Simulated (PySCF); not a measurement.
NMR data simulated for an unnamed compound:

1H NMR (300 MHz, computed): δ 1.36 (m, 1H), 1.19 (m, 2H), 0.95 (t, 3H), 0.91 (d, 6H).

13C{1H} NMR (computed): δ 36.7 (CH2), 35.0 (CH), 24.9 (CH3), 14.9 (CH3).

Non-relativistic Hamiltonian, gas phase, one conformer, equivalent nuclei averaged. σ from GIAO-PBE0/pcSseg-2; PBE0-D3(BJ)/def2-TZVP structure; PySCF 2.14.

References, each an isolated molecule treated in the same way: 1H and 13C against TMS.

Which of these does the molecule contain: a non-aromatic C=C double bond, an S-methyl group, a (CH3)2CH unit, a CH3CH2 unit, an NH or NH2 group?

## Answers


- A non-aromatic C=C double bond: no.
- An S-methyl group: no.
- A (CH3)2CH unit: yes (δC 24.9, 35.0; δH 0.91 (d), 1.36 (m)).
- A CH3CH2 unit: yes (δC 14.9, 36.7; δH 0.95 (t), 1.19 (m)).
- An NH or NH2 group: no.

The data belong to `CCC(C)C`, C5H12; they needn't prove each group on their own.

Carbon signals by region: 4 below 50 ppm.

Shifts are as computed. Against solution values, carbons near 30 ppm lie about +3 ppm off and those near 130 ppm about +9 ppm. Of 1211 compounds with measured shifts, 218 miss one by over three times the rms of a fit or turn the order of signals round; such compounds aren't used in these exercises. No couplings were computed; multiplicities are counted from neighbouring protons, with m where these are inequivalent, close in shift, in a saturated or five-membered ring or joined by F or P, and br s for small geminal =CH2 splittings.
